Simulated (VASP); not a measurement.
Ru: relaxation of cell and atoms with vdW-DF2

The system is Ru.

```
Ru
1.0
     2.70580    0.00000    0.00000
    -1.35290    2.34329    0.00000
     0.00000    0.00000    4.28190
Ru
2
Cartesian
  1.3529 0.7811 3.2114
  0.0000 1.5622 1.0705
```

```json
{
 "Program": "VASP 6.6.1",
 "Task": "relaxation of cell and atoms",
 "Functional": "vdW-DF2",
 "Potentials or basis": "VASP PAW PBE potentials, release 64 (Ru_pv)",
 "Cutoff": "600 eV",
 "k mesh": "11 × 11 × 6",
 "Occupations": "fermi-dirac, width 0.05 eV",
 "Spin": "no spin polarisation",
 "Further INCAR settings": "ALGO = Normal; EDIFF = 1e-06; IBRION = 2; EDIFFG = -0.01; NSW = 60; ISIF = 3"
}
```

- Relaxed volume: 14.86 Å³/atom
- Relaxed cell: a = 2.790 Å, b = 2.790 Å, c = 4.407 Å, α = 90.00°, β = 90.00°, γ = 120.00°
- Space group after relaxing (to 0.05 Å): P6_3/mmc (No. 194)
- Energy gained by relaxing: 102.3 meV/atom
- Ionic steps: 10
- Pressure after relaxing: 0.0 GPa
- Band gap on the k mesh: none (metal or under the smearing width)

Step by step:
```tsv
step	energy change (eV)	largest force (eV/Å)	pressure (GPa)	volume (Å³)
1	0.0000	0.0000	27.95	27.15
2	0.7863	0.0000	-31.81	37.56
3	-0.2028	0.0000	-2.06	29.97
4	-0.2044	0.0000	-0.28	29.75
5	-0.2044	0.0000	0.21	29.70
6	-0.2046	0.0000	0.15	29.70
7	-0.2046	0.0000	0.15	29.70
8	-0.2046	0.0000	0.15	29.70
9	-0.2046	0.0000	-0.29	29.75
10	-0.2047	0.0000	0.04	29.72
```

Final structure:
```
Ru
1.0
     2.79046    0.00000    0.00000
    -1.39523    2.41661    0.00000
     0.00000    0.00000    4.40725
Ru
2
Cartesian
  1.3952 0.8055 3.3054
  0.0000 1.6111 1.1018
```

Levels at points of the mesh, in eV from the Fermi level:
```
           k point  band 11  band 12  band 13  band 14  band 15  band 16  band 17  band 18
(0.00, 0.00, 0.00)    -2.03    -1.62    -1.62    -1.19    -1.19     1.05     1.05     1.60
(0.00, 0.00, 0.50)    -2.35    -2.35    -2.26    -2.26     0.48     0.48     0.48     0.48
```

Wall time 3 min on 1 thread of Intel(R) Xeon(R) 6975P-C (Granite Rapids), with other jobs on the host, peak memory 0.34 GiB.

Caveat: the PAW data sets were made with another functional, which shifts forces and pressure a little. Zero-point motion and thermal expansion aren't in these numbers.
